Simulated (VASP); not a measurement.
# P (P2/m) in VASP: notebook, part 2 of 2

VASP 6.6.1. Earlier steps stand in the parts before.

## (3) Single point, PBE

Contents of INCAR:

```
PREC = Accurate
ENCUT = 340
EDIFF = 1E-6
ISMEAR = 0
SIGMA = 0.1
LREAL = False
LASPH = True
NELM = 100
ALGO = Normal
ISIF = 2
LWAVE = False
LCHARG = False
GGA = PE
ADDGRID = False
```

Contents of KPOINTS:

```
regular mesh
0
Gamma
  14 14 7
```

Contents of POSCAR:

```
P
1.0
    2.4246941115      0.0000000000      0.0000000000
    0.0000000000      2.4385351442      0.0000000000
   -0.0203144631      0.0000000000      4.8524328982
P
2
Direct
   -0.0009640000     -0.0137570000      0.7520410000
    1.0088450000      0.0001830000      0.2407300000
```

Potentials or basis: VASP PAW PBE potentials, release 64 (P).

Started as:

```
$ cat potpaw_PBE.64/P/POTCAR > POTCAR
$ mpirun -np 1 vasp_std > vasp.out
```

OUTCAR:

```text
PREC = Accurate
   ENCUT = 340
   EDIFF = 1E-6
   ISMEAR = 0
   LREAL = False
   LASPH = True
   NELM = 100
   ISIF = 2
   GGA = PE

 Found    688 irreducible k-points:

 Following reciprocal coordinates:
            Coordinates               Weight
  0.000000  0.000000  0.000000      1.000000
  0.071429  0.000000  0.000000      2.000000
  0.142857  0.000000  0.000000      2.000000
  0.214286  0.000000  0.000000      2.000000
  0.285714  0.000000  0.000000      2.000000
  0.357143  0.000000  0.000000      2.000000
   k-points           NKPTS =    688   k-points in BZ     NKDIM =    688   number of bands    NBANDS=      9
   number of dos      NEDOS =    301   number of ions     NIONS =      2
   total plane-waves  NPLWV =   7680
   dimension x,y,z NGX =    16 NGY =   16 NGZ =   30
   dimension x,y,z NGXF=    32 NGYF=   32 NGZF=   60
   ions per type =               2
   NGX,Y,Z   is equivalent  to a cutoff of  10.97, 10.91, 10.28 a.u.
   NGXF,Y,Z  is equivalent  to a cutoff of  21.94, 21.82, 20.56 a.u.
 SYSTEM =  unknown system
   PREC   = accura    normal or accurate (medium, high low for compatibility)
   ISTART =      0    job   : 0-new  1-cont  2-samecut
   ICHARG =      2    charge: 1-file 2-atom 10-const
   ISPIN  =      1    spin polarized calculation?
   LNONCOLLINEAR =      F non collinear calculations
   LSORBIT =      F    spin-orbit coupling
[... 64 lines left out ...]
      4      14.7979      0.00000
      5      15.0233      0.00000
      6      15.0494      0.00000
      7      16.5953      0.00000
      8      16.6663      0.00000
      9      17.7367      0.00000
[... 49 lines left out ...]
 k-point     6 :       0.3571    0.0000    0.0000
  band No.  band energies     occupation
      1      -3.9785      2.00000
      2       0.5344      2.00000
      3       3.4510      2.00000
      4       3.5895      2.00000
      5       7.2895      2.00000
      6      12.7906      0.00000
      7      16.8712      0.00000
      8      17.1088      0.00000
      9      18.5666      0.00000

 [... further k-points ...]

------------------------ aborting loop because EDIFF is reached ----------------------------------------

  FORCE on cell =-STRESS in cart. coord.  units (eV):
  Direction    XX          YY          ZZ          XY          YZ          ZX
  --------------------------------------------------------------------------------------
  -------------------------------------------------------------------------------------
  Total        0.5399295      0.3242197      0.5130740     -0.0186599     -0.0132362      0.0116198
  in kB       30.1510291     18.1052476     28.6513502     -1.0420173     -0.7391427      0.6488767
  external PRESSURE =      25.6358756 kB  Pullay stress =       0.0000000 kB

 VOLUME and BASIS-vectors are now :
 -----------------------------------------------------------------------------
  energy-cutoff  :      340.00
  volume of cell :       28.69
      direct lattice vectors                 reciprocal lattice vectors
     2.424694112  0.000000000  0.000000000     0.412423157  0.000000000  0.001726589
     0.000000000  2.438535144  0.000000000     0.000000000  0.410082259  0.000000000
    -0.020314463  0.000000000  4.852432898     0.000000000  0.000000000  0.206082190

 POSITION                                       TOTAL-FORCE (eV/Angst)
 -----------------------------------------------------------------------------------
      2.40708      2.40499      3.64923         0.037554      0.054924     -0.010642
      0.01656      0.00045      1.16813        -0.037554     -0.054924      0.010642
 -----------------------------------------------------------------------------------
    total drift:                                0.000003     -0.000000      0.000018

  FREE ENERGIE OF THE ION-ELECTRON SYSTEM (eV)
  ---------------------------------------------------
  free  energy   TOTEN  =       -10.5381719323 eV

  energy  without entropy=      -10.5348386895  energy(sigma->0) =      -10.53650531
```

stdout:

```text
POSCAR found type information on POSCAR P
 POSCAR found :  1 types and       2 ions
 scaLAPACK will be used
 LDA part: xc-table for (Slater+PW92), standard interpolation
 POSCAR, INCAR and KPOINTS ok, starting setup
 FFT: planning ... GRIDC
 FFT: planning ... GRID_SOFT
 FFT: planning ... GRID
 WAVECAR not read
 entering main loop
```

Wall time 52 s (1 thread of Intel Xeon Platinum 8259CL at 2.50GHz (Skylake/Cascade Lake), shared host); peak memory 0.18 GiB.

These settings aren't checked as converged: the numbers below hold their error.

Results:

```yaml
Free_energy: -10.5382 eV
Pressure: 2.6 GPa
Largest_force: 0.067 eV/Å
Band_gap_on_the_k_mesh: none (metal or under the smearing width)
```

## (4) Single point, PBE

Edit INCAR of step 3 so:

```diff
@@ -1,3 +1,3 @@
 PREC = Accurate
-ENCUT = 340
+ENCUT = 520
 EDIFF = 1E-6
```

Contents of KPOINTS:

```
regular mesh
0
Gamma
  12 12 6
```

Contents of POSCAR:

```
P
1.0
    2.4246941115      0.0000000000      0.0000000000
    0.0000000000      2.4385351442      0.0000000000
   -0.0203144631      0.0000000000      4.8524328982
P
2
Direct
    0.0000000300      0.0000000000      0.7494253600
    0.9999999700      0.0000000000      0.2505746400
```

Potentials or basis: VASP PAW PBE potentials, release 64 (P).

Started as:

```
$ cat potpaw_PBE.64/P/POTCAR > POTCAR
$ mpirun -np 1 vasp_std > vasp.out
```

OUTCAR:

```text
PREC = Accurate
   ENCUT = 520
   EDIFF = 1E-6
   ISMEAR = 0
   LREAL = False
   LASPH = True
   NELM = 100
   ISIF = 2
   GGA = PE

 Found    266 irreducible k-points:

 Following reciprocal coordinates:
            Coordinates               Weight
  0.000000  0.000000  0.000000      1.000000
  0.083333  0.000000 -0.000000      2.000000
  0.166667  0.000000 -0.000000      2.000000
  0.250000  0.000000 -0.000000      2.000000
  0.333333  0.000000 -0.000000      2.000000
  0.416667  0.000000 -0.000000      2.000000
   k-points           NKPTS =    266   k-points in BZ     NKDIM =    266   number of bands    NBANDS=      9
   number of dos      NEDOS =    301   number of ions     NIONS =      2
   total plane-waves  NPLWV =  11664
   dimension x,y,z NGX =    18 NGY =   18 NGZ =   36
   dimension x,y,z NGXF=    36 NGYF=   36 NGZF=   72
   ions per type =               2
   NGX,Y,Z   is equivalent  to a cutoff of  12.34, 12.27, 12.33 a.u.
   NGXF,Y,Z  is equivalent  to a cutoff of  24.68, 24.54, 24.67 a.u.
 SYSTEM =  unknown system
   PREC   = accura    normal or accurate (medium, high low for compatibility)
   ISTART =      0    job   : 0-new  1-cont  2-samecut
   ICHARG =      2    charge: 1-file 2-atom 10-const
   ISPIN  =      1    spin polarized calculation?
   LNONCOLLINEAR =      F non collinear calculations
   LSORBIT =      F    spin-orbit coupling
[... 66 lines left out ...]
      4      14.7987      0.00000
      5      15.0063      0.00000
      6      15.0479      0.00000
      7      16.6018      0.00000
      8      16.6682      0.00000
      9      17.7231      0.00000
[... 49 lines left out ...]
 k-point     6 :       0.4167    0.0000   -0.0000
  band No.  band energies     occupation
      1      -3.1020      2.00000
      2       1.4815      2.00000
      3       2.0965      2.00000
      4       4.1020      2.00000
      5       5.7750      2.00000
      6      11.5251      0.00000
      7      17.3765      0.00000
      8      17.5863      0.00000
      9      18.9837      0.00000

 [... further k-points ...]

------------------------ aborting loop because EDIFF is reached ----------------------------------------

  FORCE on cell =-STRESS in cart. coord.  units (eV):
  Direction    XX          YY          ZZ          XY          YZ          ZX
  --------------------------------------------------------------------------------------
  -------------------------------------------------------------------------------------
  Total        0.2479923      0.1804782      0.2495000      0.0000000      0.0000000      0.0518136
  in kB       13.8485159     10.0783608     13.9327124      0.0000000      0.0000000      2.8934031
  external PRESSURE =      12.6198630 kB  Pullay stress =       0.0000000 kB

 VOLUME and BASIS-vectors are now :
 -----------------------------------------------------------------------------
  energy-cutoff  :      520.00
  volume of cell :       28.69
      direct lattice vectors                 reciprocal lattice vectors
     2.424694112  0.000000000  0.000000000     0.412423157  0.000000000  0.001726589
     0.000000000  2.438535144  0.000000000     0.000000000  0.410082259  0.000000000
    -0.020314463  0.000000000  4.852432898     0.000000000  0.000000000  0.206082190

 POSITION                                       TOTAL-FORCE (eV/Angst)
 -----------------------------------------------------------------------------------
     -0.01522      0.00000      3.63654         0.000232      0.000000     -0.004181
      2.41960      0.00000      1.21590        -0.000232      0.000000      0.004181
 -----------------------------------------------------------------------------------
    total drift:                               -0.000000      0.000000     -0.000000

  FREE ENERGIE OF THE ION-ELECTRON SYSTEM (eV)
  ---------------------------------------------------
  free  energy   TOTEN  =       -10.5089644379 eV

  energy  without entropy=      -10.5039175141  energy(sigma->0) =      -10.50644098
```

OSZICAR:

```text
N       E                     dE             d eps       ncg     rms          rms(c)
DAV:   1     0.193910306248E+02    0.19391E+02   -0.46519E+03  4796   0.968E+02
DAV:   2    -0.972860587026E+01   -0.29120E+02   -0.28031E+02  7214   0.120E+02
DAV:   3    -0.104993157394E+02   -0.77071E+00   -0.76030E+00  6274   0.213E+01
DAV:   4    -0.105042681935E+02   -0.49525E-02   -0.49487E-02  7094   0.168E+00
DAV:   5    -0.105042879838E+02   -0.19790E-04   -0.19782E-04  6354   0.765E-02    0.668E+00
DAV:   6    -0.105066103377E+02   -0.23224E-02   -0.99698E-04  6325   0.377E-01    0.395E+00
DAV:   7    -0.105087435661E+02   -0.21332E-02   -0.29048E-03  5358   0.628E-01    0.115E-01
DAV:   8    -0.105089404124E+02   -0.19685E-03   -0.13571E-04  6115   0.113E-01    0.272E-02
DAV:   9    -0.105089639054E+02   -0.23493E-04   -0.22157E-05  5523   0.454E-02    0.396E-03
DAV:  10    -0.105089644379E+02   -0.53249E-06   -0.54386E-07  4917   0.670E-03
   1 F= -.10508964E+02 E0= -.10506441E+02  d E =-.504692E-02
```

Run time: 42 s. Hardware: 1 thread of Intel Xeon Platinum 8259CL at 2.50GHz (Skylake/Cascade Lake), shared host; peak memory 0.17 GiB.

These settings aren't checked as converged: the numbers below hold their error.

What came out:

* Free energy: -10.5090 eV
* Pressure: 1.3 GPa
* Largest force: 0.004 eV/Å
* Band gap on the k mesh: none (metal or under the smearing width)

## (5) Single point, PBE

INCAR is that of step 4.

KPOINTS is that of step 4.

Contents of POSCAR:

```
P
1.0
    2.4246941115      0.0000000000      0.0000000000
    0.0000000000      2.4385351442      0.0000000000
   -0.0203144631      0.0000000000      4.8524328982
P
2
Direct
   -0.0009640000     -0.0137570000      0.7520410000
    1.0088450000      0.0001830000      0.2407300000
```

Started as:

```
$ cat potpaw_PBE.64/P/POTCAR > POTCAR
$ mpirun -np 1 vasp_std > vasp.out
```

It took 62 s on 1 thread of Intel Xeon Platinum 8259CL at 2.50GHz (Skylake/Cascade Lake), shared host; peak memory 0.2 GiB.

The run converged, but some of its settings lie outside the range that counts as converged, so its numbers aren't taken as properties of the crystal.

What came out:

| Property | Result |
| --- | --- |
| Free energy | -10.5054 eV |
| Pressure | 1.4 GPa |
| Largest force | 0.154 eV/Å |
| Band gap on the k mesh | none (metal or under the smearing width) |
